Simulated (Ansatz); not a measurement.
O:

```
O
1.0
     2.85140   -1.66242    0.00000
     2.85140    1.66242    0.00000
    -2.39449    0.00000    3.64705
O
2
Direct
  0.97455 0.97455 0.84443
  0.02545 0.02545 0.15557
```

- Program: Ansatz 0.2.0
- Task: relaxation of cell and atoms
- Functional: r2SCAN
- Potentials or basis: Ansatz PAW
- Cutoff: 500 eV (not typed: the program's choice for these potentials)
- k mesh: 10 × 10 × 7
- Occupations: fermi-dirac, width 0.05 eV
- Spin: no spin polarisation

At the start: volume 17.29 Å³/atom.

Where does the relaxation end?

It ends after 24 steps and the volume is 10.38 Å³/atom (-39.9 %); space group R-3m (No. 166, to 0.05 Å).

Step by step:
| step | energy change (eV) | largest force (eV/Å) | volume (Å³) |
| --- | --- | --- | --- |
| 1 | 0.0000 | 1.0340 | 34.58 |
| 2 | -0.1039 | 2.8711 | 31.46 |
| 3 | -0.1510 | 0.3465 | 32.47 |
| 4 | -0.2327 | 0.4274 | 30.69 |
| 5 | -0.3362 | 2.3180 | 27.53 |
| 6 | -0.5307 | 0.1568 | 25.12 |
| 7 | -0.6932 | 0.0593 | 22.65 |
| 8 | -0.8108 | 0.2434 | 21.29 |
| 9 | -0.8265 | 0.4398 | 20.54 |
| 10 | -0.8306 | 0.0193 | 20.53 |
| 11 | -0.8307 | 0.0023 | 20.65 |
| 12 | -0.8307 | 0.0007 | 20.73 |
| 13 | -0.8308 | 0.0026 | 20.72 |
| 14 | -0.8308 | 0.0768 | 20.70 |
| 15 | -0.8309 | 0.0014 | 20.73 |
| 16 | -0.8309 | 0.0164 | 20.72 |
| 17 | -0.8309 | 0.0078 | 20.73 |
| 18 | -0.8309 | 0.0001 | 20.73 |
| 19 | -0.8236 | 0.0191 | 20.73 |
| 20 | -0.8236 | 0.0189 | 20.74 |
| 21 | -0.8237 | 0.0088 | 20.75 |
| 22 | -0.8237 | 0.0054 | 20.76 |
| 23 | -0.8237 | 0.0032 | 20.77 |
| 24 | -0.8237 | 0.0033 | 20.77 |

Final structure:
```yaml
crystal:
  lattice:
    - [2.13089, -1.23239, 0.12358]
    - [2.13089, 1.23239, 0.12358]
    - [-1.63137, 0.00000, 3.85913]
  atoms:
    - { symbol: O, position: [0.94987, 0.94987, 0.84774] }
    - { symbol: O, position: [0.05013, 0.05013, 0.15226] }
```

Caveat: the volume moved by over 15 % at a fixed basis, so the end points are rough; spin is off for a triplet molecule; the plane-wave basis is chosen anew once the cell has moved, so the energies of steps on either side of that aren't comparable; the PAW data sets come from PBE, with cores solved anew for the run's functional, which leaves a small shift of forces and pressure.
